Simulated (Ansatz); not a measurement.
# BaS (Fm-3m): from the cell to its phonons, part 3 of 3

Wanted: phonon frequencies of BaS (Fm-3m) and what follows from them.

Ansatz 0.2.0; DFT LDA, scalar-relativistic, plane waves, PAW; PAW set soft_1.

So far. Step 3 (Relaxing to small forces for the phonons): The forces vanish by symmetry and the pressure is 0.001 GPa, within the tolerances set. The cell now holds 30.83 Å³/atom. Step 4 (Modes at Γ): Before it was imposed, the acoustic sum rule was missed by 3.3e-4 eV/Å² and the charge sum rule by 0.0014 e. Small misses are needed for a sound result but don't prove that mesh and cutoff are converged. The lowest optical mode is real, 151 cm⁻¹. The relaxed cell has a = 6.272 Å (conventional setting).

**5. Response at finite wavevector**

Stability and thermal properties need the whole zone. Linear response on a 4×4×4 q mesh gives force constants as far as a supercell of that size would, and the tensors from the zone-centre run are typed in so that the long-range dipole term is interpolated apart.

Contents of input.yaml:

```yaml
crystal:
  lattice:
    - [0.0, 3.1357693422, 3.1357693422]
    - [3.1357693422, 0.0, 3.1357693422]
    - [3.1357693422, 3.1357693422, 0.0]
  atoms:
    - { symbol: Ba, position: [0.0, 0.0, 0.0] }
    - { symbol: S, position: [0.5, 0.5, 0.5] }
kpoints:
  mp_grid: { grid: [8, 8, 8] }
hamiltonian:
  xc: lda
  pseudopotentials: { kind: paw, azcp: { folder: soft_1 }, xc_functional: pbe }
scf:
  occupations: { method: fixed }
output:
  eigenvalues: true
phonons:
  method: dfpt
  qmesh: [4, 4, 4]
  temperatures: { t_max: 1000, t_step: 50 }
  qpath:
    path:
      - [[0.0, 0.0, 0.0], [0.5, 0.0, 0.5], [0.625, 0.25, 0.625]]
      - [[0.375, 0.375, 0.75], [0.0, 0.0, 0.0], [0.5, 0.5, 0.5], [0.5, 0.25, 0.75], [0.5, 0.0, 0.5]]
    npoints: 10
  non_analytic_term:
    high_frequency_dielectric_tensor: [[5.1302, 0.0, 0.0], [0.0, 5.1302, 0.0], [0.0, 0.0, 5.1302]]
    born_effective_charges:
      - { species: Ba, tensor: [[2.6306, 0.0, 0.0], [0.0, 2.6306, 0.0], [0.0, 0.0, 2.6306]] }
      - { species: S, tensor: [[-2.6306, 0.0, 0.0], [0.0, -2.6306, 0.0], [0.0, 0.0, -2.6306]] }
    source: "zone-centre run at this cell"
```

Launch:

```
$ ansatz run input.yaml --threads 4 --pin off --max-ram 10240MiB --backend cpu --events-out ev --progress --plain --runs-dir out
```

Numbers of over 12 decimals in the logs are rounded to 6 here.

Log:

```text
[...]
Crystal: 2 atoms, lattice volume = 61.668 Å³
Basis set: ecut = 420 eV, 1243 PW (Γ), exchange–correlation on 60×60×60 points (8 copies of the dense FFT grid, shifted against one another)
Bands: 12, of which v1, the nominal top of the filled ones, is band 8 counted from 1 (7 counted from 0)
Symmetry: 48 space group operations
k-points: 29 of 512
[...]
SCF iter   1: F=—  HF=-6653.776245 eV  |F-HF|=—  |Δ(HF+E_count)|=         —  Δρ=2.24e-2  dr2=5.44e-1  ethr=3.10e-3  ⟨swp⟩=5.5  Hψ=2052  notcnv=0  defer=37
[...]
SCF iter   9: F=-6653.580400 eV  HF=-6653.580400 eV  |F-HF|=0.00e0  |Δ(HF+E_count)|=  1.36e-11  Δρ=1.44e-8  dr2=1.16e-13  ethr=1.00e-12  ⟨swp⟩=9.2  Hψ=2615  notcnv=0
SCF 1 converged in 9 iterations: F = -6653.580400 eV  dr2 = 1.16e-13
[...]
NSCF: frozen V_eff on 29 k-points
[...]
DFPT response loops at q = (0, 0, 0) (fractional): preconditioner auto → none (the input reference at scf.mixing.eps_inf says where Resta's filter doesn't serve); β = 0.50; Broyden in place of MSR1
[...]
SCF converged after 9 iterations
Free energy (F): -6653.580400 eV
[...]
Internal energy: -6653.580400 eV  (E = F + TS)
E sigma→0 (E₀):  -6653.580400 eV
Fermi energy:    6.083156 eV
[...]
--- Band table (eV; the first three rows and the last of 29) ---
  k-point 0: bands = [... 4 lower, -4.2567, 6.0832, 6.0832, 6.0832, 9.7506, 9.9016, 9.9016, 9.9016]
  k-point 1: bands = [... 4 lower, -3.7925, 5.6475, 5.8625, 5.8625, 9.8745, 10.1384, 10.1384, 10.3815]
  k-point 2: bands = [... 4 lower, -3.2432, 4.8651, 5.4270, 5.4270, 10.0640, 10.8053, 10.8053, 11.6474]
  k-point 28: bands = [... 4 lower, -3.4276, 4.9102, 5.6828, 5.6828, 10.2578, 10.2578, 12.6337, 13.1119]
--- Phonons (Γ-DFPT): 2 representative perturbations + reference (Σ response iterations 6) ---
  ASR residual: 1.701e-5 → 0.000e0 eV/Å²; symmetrization residual: 3.464e-6 eV/Å²
  ASR residual per site (eV/Å²): 1.70e-5 9.39e-6
  Γ frequencies (cm⁻¹): 0.00 0.00 0.00 151.42 151.42 151.42
--- Phonons (arbitrary-q DFPT): 8 irreducible q on the 4×4×4 mesh ---
  q = [0.0000, 0.0000, 0.0000] (star 1, of the zone-centre solve; hermiticity 3.16e-6, symmetrization 1.28e-12): -0.00 -0.00 0.00 151.42 151.42 151.42
  q = [0.0000, 0.0000, 0.2500] (star 8, 2 solved perturbations on 288 of 512 k-point pairs; hermiticity 1.27e-6, symmetrization 9.95e-14): 57.35 57.35 88.98 163.49 163.49 244.49
[...]
q = [0.0000, 0.2500, 0.2500] (star 6, 4 solved perturbations in 528 linear systems a pass and spin channel, the states on 164 of 512 k-point pairs; hermiticity 4.04e-7, symmetrization 4.61e-14): 45.40 45.40 103.57 159.76 159.76 221.20
[...]
sum rule: each row above includes the acoustic sum rule's correction from the zone centre's row sums; it moved no ω² by more than (0.28 cm⁻¹)²
  mesh force constants: q→R imaginary residual 3.17e-18; ASR residual 1.701e-5 → 0.000e0 eV/Å²; symmetrization residual 5.329e-15 eV/Å²
  interpolated dispersion: 63 rows × 6 modes
  density of states and harmonic sums: on the 20×20×20 q-mesh, interpolated from the force constants of a 4×4×4 supercell (with the dipole–dipole term of supplied tensors)
  largest difference from the sums on the solved wave vectors: F 1.27e-2 eV, S 1.67e-5 and C_V 4.00e-6 eV/K
  zero-point energy: 0.049642 eV/cell   skipped modes (ω ≤ 0): 3   left out of the sums: 6.25e-5 of the cell's modes: C_V's classical limit lies that fraction below 3 k_B per atom; for a crystal, a wire or a layer, F and S can be off by more, and a phonons.interpolated_qmesh denser along its periods is the remedy for the sampling
```

Elapsed: 62 s, on 4 threads of Intel Xeon Platinum 8488C (Sapphire Rapids), shared host; peak memory 1.1 GiB.

This step gave:

| Quantity | Value |
| --- | --- |
| sum-rule residual before enforcement | 1.70e-5 eV/Å² |
| lowest frequency on the path | 0 cm⁻¹ |
| highest frequency on the path or at a solved wavevector | 253.6 cm⁻¹ |
| mean frequency | 133.5 cm⁻¹ |
| Debye temperature (second moment) | 268 K |
| logarithmic mean frequency | 120.9 cm⁻¹ |
| lowest mode on the q mesh (acoustic modes at Γ apart) | 45.4 cm⁻¹ |
| zero-point energy per atom | 24.82 meV |
| heat capacity at 300 K | 23.98 J/(mol atoms K) |
| vibrational entropy at 300 K | 39.03 J/(mol atoms K) |
| edges of the widest gap between branches, on path and mesh | 137.1, 151.4 cm⁻¹ |

Frequencies (cm⁻¹) solved at each irreducible wavevector; negative means imaginary. Frequencies by wavevector, by row:

```tsv
q in reciprocal lattice units	star	mode 1	mode 2	mode 3	mode 4	mode 5	mode 6
0 0 0	1	0	0	0	151.4	151.4	151.4
0 0 0.25	8	57.4	57.4	89	163.5	163.5	244.5
0 0 -0.5	4	77.8	77.8	137.1	173.5	173.5	228.1
0 0.25 0.25	6	45.4	45.4	103.6	159.8	159.8	221.2
0 0.25 -0.5	24	72.6	85.9	112.6	166.6	173.3	205
0 0.25 -0.25	12	70.9	78	118	169.9	170.8	219.9
0 -0.5 -0.5	3	62.9	62.9	105.5	160.3	160.3	177.9
0.25 -0.5 -0.25	6	88.3	88.3	97.7	172.8	172.8	186.9
```

Interpolated from a 4×4×4 q mesh, with the LO-TO term (at Γ the limit along the path; where Γ stands inside the path, tables give the limit on arrival). Phonon branches along the path, in cm⁻¹:

```tsv
point	branch 1	branch 2	branch 3	branch 4	branch 5	branch 6
Γ	0	0	0	151	151	254
halfway	45	45	104	160	160	221
X	63	63	105	160	160	178
halfway	68	76	103	162	170	178
U	76	96	99	165	176	190
jump to K	76	96	99	165	176	190
halfway	55	69	103	166	167	233
Γ	0	0	0	151	151	254
halfway	57	57	89	164	164	244
L	78	78	137	174	174	228
halfway	80	85	121	171	173	212
W	88	88	98	173	173	187
halfway	72	83	101	166	174	177
X	63	63	105	160	160	178
```

The phonon branches as a text plot (rows in cm⁻¹):

```
    248 |****                     ***********
    238 |    **                 **           ***
    227 |                      *                *****
    217 |      *             **                      **
    206 |       *          **                          *
    195 |        *        *                             *
    185 |         ***    *                               ****
    174 |            ***********              *******************
    164 |    ***************   *****       ***              *****
    153 |****                     *********
    143 |
    132 |                                      ******
    122 |                   ***               *      **
    111 |       *****      *   *                       **
    100 |      *     ******     *            *           ********
     90 |    **         ** *     *          *         ********
     79 |              * *******               **********   ***
     69 |   *         ***    **** **       * **               ***
     58 |        *****          **        * *                   *
     48 |  *   **                ****      *
     37 |    **                   ***    **
     26 | ***                       **   *
     16 | *                          *  *
      5 |*                            **
         Γ           X  U|K            Γ         L        W     X
```

The phonon density of states has structure finer than the step of the table below, so its rows give means over 10 cm⁻¹, whole bins alone (the curve runs from 1 to 253 cm⁻¹). Peaks (cm⁻¹: height): 79.0: 0.108, 111.0: 0.0559, 173.0: 0.194.

Tetrahedra on a 20×20×20 mesh, mean over bins of 2 cm-1. Interpolated from a 4×4×4 q mesh. Table of phonon density of states by wavenumber; means over each step:

wavenumber (cm⁻¹), phonon density of states (1/cm⁻¹/cell) and a bar:
```
       10      0.000 
       20      0.001 
       30      0.003 #
       40      0.007 #
       50      0.014 ###
       60      0.028 ######
       70      0.051 ###########
       80      0.078 ################
       90      0.027 ######
      100      0.018 ####
      110      0.040 ########
      120      0.023 #####
      130      0.007 ##
      140      0.000 
      150      0.002 
      160      0.049 ##########
      170      0.144 ##############################
      180      0.011 ##
      190      0.012 ###
      200      0.016 ###
      210      0.018 ####
      220      0.019 ####
      230      0.015 ###
      240      0.009 ##
```

The partial phonon density of states has structure finer than the step of the table below, so its rows give means over 10 cm⁻¹, whole bins alone (the curve runs from -10 to 270 cm⁻¹). Peaks (cm⁻¹: height): Ba 78.2: 0.0877, 111.7: 0.0433; S 171.7: 0.156.

Phonopy on the run's constants, 15x15x15 mesh, Gaussian sigma 2.0 cm-1. Interpolated from a 4×4×4 q mesh. Partial phonon density of states against wavenumber; means over each step; values in 1/cm⁻¹/cell:

```tsv
wavenumber (cm⁻¹)	Ba	S
0	7.0e-5	1.6e-5
10	1.6e-4	3.4e-5
20	9.8e-4	2.1e-4
30	0.00303	6.0e-4
40	0.00615	0.00110
50	0.0126	0.00197
60	0.0248	0.00324
70	0.0476	0.00418
80	0.0720	0.00311
90	0.0263	0.00158
100	0.0181	0.00132
110	0.0365	0.00205
120	0.0228	0.00105
130	0.00749	2.4e-4
140	6.7e-4	8.5e-6
150	4.7e-4	0.00244
160	0.00625	0.0445
170	0.00837	0.125
180	0.00108	0.0195
190	3.1e-4	0.0118
200	2.9e-4	0.0152
210	3.5e-4	0.0172
220	6.5e-4	0.0184
230	0.00106	0.0142
240	0.00115	0.00791
250	7.0e-4	0.00353
260	1.5e-5	7.4e-5
```

Second derivatives of the energy by pair, one row for each kind of neighbour of each atom listed. Each entry sums the pair over the periodic images of the supercell that the q mesh stands for, and in a polar crystal it holds the long-range dipole part too. Force constants by pair, by row:

```tsv
atom	neighbour	distance (Å)	third of the trace (eV/Å²)	along the pair's line (eV/Å²)
Ba1	itself	0	4.716	–
Ba1	S	3.136	-0.5524	-0.9933
Ba1	Ba	4.435	-0.0902	-0.7898
Ba1	S	5.431	4.00e-4	0.1977
Ba1	Ba	6.272	-0.0963	-0.3645
Ba1	S	7.012	0.0247	0.1484
S2	itself	0	3.786	–
S2	Ba	3.136	-0.5524	-0.9933
S2	S	4.435	9.00e-4	-0.3348
S2	Ba	5.431	4.00e-4	0.1977
S2	S	6.272	-0.1335	-0.4082
S2	Ba	7.012	0.0247	0.1484
```

Harmonic thermodynamic functions per atom, from the density of states. Interpolated from a 4×4×4 q mesh. Thermodynamic functions, by row:

```tsv
T (K)	F_vib (meV/atom)	S (J/mol-atom/K)	C_V (J/mol-atom/K)
0	24.82	0	0
50	23.99	5.198	9.787
100	18.72	15.01	18.22
200	-4.94	29.51	22.87
300	-40.75	39.03	23.98
400	-84.98	46	24.39
500	-135.6	51.46	24.59
600	-191.3	55.96	24.7
700	-251.3	59.77	24.76
800	-315	63.08	24.8
900	-381.9	66	24.83
1000	-451.7	68.62	24.85
```

Harmonic mean-square displacement, third of the trace. Interpolated from a 4×4×4 q mesh. Mean square displacements, by row:

```tsv
T (K)	Ba1 U_eq (Å²)	S2 U_eq (Å²)
0	0.00153	0.00326
100	0.00335	0.00463
300	0.00928	0.01087
600	0.01842	0.02113
```

Symmetry leaves 8 wavevectors to solve. The lowest mode among them, the acoustic zeros apart, lies at q = (0, 0.25, 0.25) and is real, 45.4 cm⁻¹.

**6. The same by displaced supercells**

Finite displacements in a 2×2×2 supercell give force constants from forces alone. They are exact at the wavevectors that the supercell holds, where they check the linear-response result.

Edit input.yaml of step 5 so:

```diff
@@ -18,4 +18,4 @@
 phonons:
-  method: dfpt
-  qmesh: [4, 4, 4]
+  method: fd
+  supercell: [2, 2, 2]
   temperatures: { t_max: 1000, t_step: 50 }
```

Log:

```text
[...]
Crystal: 16 atoms, lattice volume = 493.347 Å³
Basis set: ecut = 420 eV, 9577 PW (Γ)
Bands: 80, of which v1, the nominal top of the filled ones, is band 64 counted from 1 (63 counted from 0)
Symmetry: 384 space group operations
k-points: 8 of 64
[...]
SCF iter   1: F=—  HF=-53228.643193 eV  |F-HF|=—  |Δ(HF+E_count)|=         —  Δρ=1.52e-8  dr2=1.32e-12  ethr=1.00e-12  ⟨swp⟩=3.0  Hψ=1612  notcnv=0  defer=10
[...]
SCF iter   2: F=-53228.643193 eV  HF=-53228.643193 eV  |F-HF|=0.00e0  |Δ(HF+E_count)|=  7.28e-12  Δρ=6.90e-9  dr2=3.06e-13  ethr=1.00e-12  ⟨swp⟩=5.5  Hψ=1679  notcnv=0
SCF 1 converged in 2 iterations: F = -53228.643193 eV  dr2 = 3.06e-13
[...]
Symmetry: 8 space group operations
k-points: 13 of 64 (time reversal used)
[...]
SCF iter   1: F=—  HF=-53228.643184 eV  |F-HF|=—  |Δ(HF+E_count)|=         —  Δρ=3.57e-5  dr2=1.87e-5  ethr=4.96e-9  ⟨swp⟩=3.6  Hψ=4243  notcnv=0  defer=128
eigensolver tolerance schedule calibrated: the retry pair's looser diagonalisation under-reported the residual by θ = 0.66 (0.11/decade); ethr = c·dr2/N_el runs at the constant in force after the calibration composes with the one it found (an armed cap, an earlier calibration), c = 7.7e-2
SCF iter   2: F=—  HF=-53228.643179 eV  |F-HF|=—  |Δ(HF+E_count)|=   4.91e-6  Δρ=1.43e-5  dr2=2.40e-6  ethr=4.96e-9  ⟨swp⟩=2.2  Hψ=1610  notcnv=0  defer=128
[...]
SCF iter   7: F=-53228.643179 eV  HF=-53228.643179 eV  |F-HF|=7.28e-12  |Δ(HF+E_count)|=  1.46e-11  Δρ=1.33e-8  dr2=1.32e-12  ethr=1.00e-12  ⟨swp⟩=6.0  Hψ=4597  notcnv=0
SCF 2 converged in 7 iterations: F = -53228.643179 eV  dr2 = 1.32e-12
[...]
SCF iter   7: F=-53228.643182 eV  HF=-53228.643182 eV  |F-HF|=7.28e-12  |Δ(HF+E_count)|=  2.18e-11  Δρ=7.93e-9  dr2=3.25e-13  ethr=1.00e-12  ⟨swp⟩=6.0  Hψ=4282  notcnv=0
SCF 3 converged in 7 iterations: F = -53228.643182 eV  dr2 = 3.25e-13
[...]
SCF converged after 2 iterations
Free energy (F): -53228.643193 eV
[...]
Internal energy: -53228.643193 eV  (E = F + TS)
E sigma→0 (E₀):  -53228.643193 eV
Fermi energy:    6.083156 eV
[...]
--- Band table (eV; the first three rows and the last of 8) ---
  k-point 0: bands = [... 60 lower, 6.0134, 6.0832, 6.0832, 6.0832, 7.9984, 7.9984, 7.9984, 9.7506, ... 12 higher]
  k-point 1: bands = [... 60 lower, 5.8366, 5.8366, 5.8625, 5.8625, 8.3967, 8.3967, 8.3967, 9.8745, ... 12 higher]
  k-point 2: bands = [... 60 lower, 5.4440, 5.4440, 5.4440, 5.4440, 9.3822, 9.3822, 9.3822, 9.3822, ... 12 higher]
  k-point 7: bands = [... 60 lower, 5.8151, 5.8151, 5.8151, 5.8151, 9.3218, 9.3218, 9.3218, 9.3218, ... 12 higher]
--- Phonons: 2 displaced members + reference (amplitude 0.0025 Å, Σ member SCF iterations 14) ---
  symmetry images taken by strict's conditions (phonons.symmetry_images: auto; settled by no image being taken that strict refuses); asymmetry of the core-correction force 2.4e-14 eV/Å at the most on a site, 2.6e-13 eV/Å summed over every site of the supercell
  ASR residual: 1.905e-4 → 0.000e0 eV/Å²; symmetrization residual: 3.890e-5 eV/Å²
  largest component of a force at the reference: 5.5e-29 eV/Å
  ASR residual per site (eV/Å²): 1.91e-4 8.06e-5
  Γ frequencies (cm⁻¹): 0.00 0.00 0.00 151.43 151.43 151.43
[...]
```

Run time: 15 s. Hardware: 4 threads; peak memory 1.3 GiB.

Numbers from this step:

```
atoms in the supercell                                  : 16
sum-rule residual before enforcement                    : 1.91e-4 eV/Å²
highest frequency on the path or at a solved wavevector : 253.7 cm⁻¹
```

Interpolated from a 2×2×2 supercell, rough between the solved points, with the LO-TO term (at Γ the limit along the path; where Γ stands inside the path, tables give the limit on arrival). Phonon branches along the path, in cm⁻¹:

```tsv
point	branch 1	branch 2	branch 3	branch 4	branch 5	branch 6
Γ	0	0	0	151	151	254
halfway	55	55	99	166	166	220
X	63	63	105	160	160	178
halfway	65	76	104	161	165	179
U	70	98	99	163	177	181
jump to K	70	98	99	163	177	181
halfway	66	67	102	159	174	231
Γ	0	0	0	151	151	254
halfway	59	59	91	162	162	243
L	78	78	137	174	174	228
halfway	77	86	122	168	176	205
W	90	90	92	166	177	177
halfway	73	79	102	163	167	179
X	63	63	105	160	160	178
```

The phonon branches as a text plot (rows in cm⁻¹):

```
    248 |***                      ***********
    238 |   *                    *           **
    227 |    **                 *              *****
    217 |      *               *                    **
    206 |       *            **                       *
    196 |        *          *                          *
    185 |         **    *******                         *
    174 |           *******    **              ******************
    164 |   ************************        ***       ***********
    153 |***                     ***********
    143 |
    132 |                                      *******
    122 |                   ***               *       *
    111 |       *****      *   *             *         **
    100 |      *     ******     *                        *  *****
     90 |    **         ** **    *          *         *******
     79 |              *    ****           *   **********   ***
     69 |   *         ******   ** **         **               ***
     58 |      ********          *        * *                   *
     48 |  * **                   ***      *
     37 |   *                       *    **
     26 | **                        **   *
     16 | *                          *  *
      5 |*                            **
         Γ           X  U|K            Γ         L        W     X
```

The phonon density of states has structure finer than the step of the table below, so its rows give means over 5 cm⁻¹, whole bins alone (the curve runs from 1 to 253 cm⁻¹). Peaks (cm⁻¹: height): 75.0: 0.123, 111.0: 0.0539, 165.0: 0.205.

Tetrahedra on a 18×18×18 mesh, mean over bins of 2 cm-1. Interpolated from a 2×2×2 supercell, rough between the solved points. Phonon density of states against wavenumber; means over each step:

```tsv
wavenumber (cm⁻¹)	phonon density of states (1/cm⁻¹/cell)
5	3.5e-5
10	1.3e-4
15	3.9e-4
20	8.3e-4
25	0.00135
30	0.00218
35	0.00312
40	0.00456
45	0.00643
50	0.00924
55	0.0135
60	0.0222
65	0.0444
70	0.0642
75	0.103
80	0.0614
85	0.0444
90	0.0318
95	0.0127
100	0.0173
105	0.0333
110	0.0453
115	0.0330
120	0.0210
125	0.0131
130	0.00823
135	0.00321
140	4.4e-5
145	0
150	0.00115
155	0.0123
160	0.0492
165	0.148
170	0.0834
175	0.0758
180	0.0462
185	0.0190
190	0.0157
195	0.0152
200	0.0151
205	0.0151
210	0.0153
215	0.0155
220	0.0158
225	0.0160
230	0.0131
235	0.00999
240	0.00795
245	0.00600
250	0.00347
```

At Γ the two methods differ by at most 0.0 cm⁻¹.

**7. What came out**

| Quantity | Value |
| --- | --- |
| space group after relaxation (within 0.01 Å) | Fm-3m |
| volume per atom | 30.8 Å³ |
| gap on the k-mesh | 1.92 eV |
| highest optical mode at the zone centre (no LO-TO term) | 151 cm⁻¹ |
| top of the zone-centre spectrum with the field | 254 cm⁻¹ |
| lowest optical zone-centre mode | 151 cm⁻¹ |
| mean high-frequency dielectric constant | 5.13 |
| mean static dielectric constant | 14.4 |
| largest Born charge (third of the trace) | 2.63 e |
| lowest mode on the q mesh (acoustic modes at Γ apart) | 45.4 cm⁻¹ |
| highest frequency on the path or at a solved wavevector | 254 cm⁻¹ |
| zero-point energy per atom | 24.8 meV |
| heat capacity at 300 K | 24.0 J/(mol atoms K) |
| vibrational entropy at 300 K | 39.0 J/(mol atoms K) |
| Debye temperature (second moment) | 268 K |
| imaginary modes on the 4×4×4 q mesh | none |

In words: The structure is a minimum as far as tested: no mode is imaginary at the 8 irreducible wavevectors of the 4×4×4 mesh, and the softest away from the acoustic zeros lies at 45 cm⁻¹. Without the field, the optical modes at Γ form one degenerate level at 151 cm⁻¹. The highest mode in this list at Γ, 151.4 cm⁻¹, is mostly motion of S (81 % of the kinetic energy). With the macroscopic field of the longitudinal modes the top of the zone-centre spectrum lies at 254 cm⁻¹, against 151 cm⁻¹ without it. Lattice motion raises the mean dielectric constant from 5.130 to 14.40. The strongest infrared line is at 151 cm⁻¹. On the path and the mesh, the widest gap between branches runs from 137 to 151 cm⁻¹. Finite displacements and linear response differ by 0.0 cm⁻¹ in the highest zone-centre mode. Spin-orbit coupling is left out, which can matter for the heavy elements here. The PAW files were made for PBE and serve the other functionals too. These are harmonic frequencies at zero temperature: anharmonic shifts, linewidths and thermal expansion are left out.

[Logs are printed without paths, hosts, clocks, repeated set-up lines and the standing remarks that a program may print on its own settings, such as how far it seeks lower states.]

[Hosts, paths, dates, database ids (printed as entryN), source tags and the programs' standing remarks are cut or masked in the printed files.]
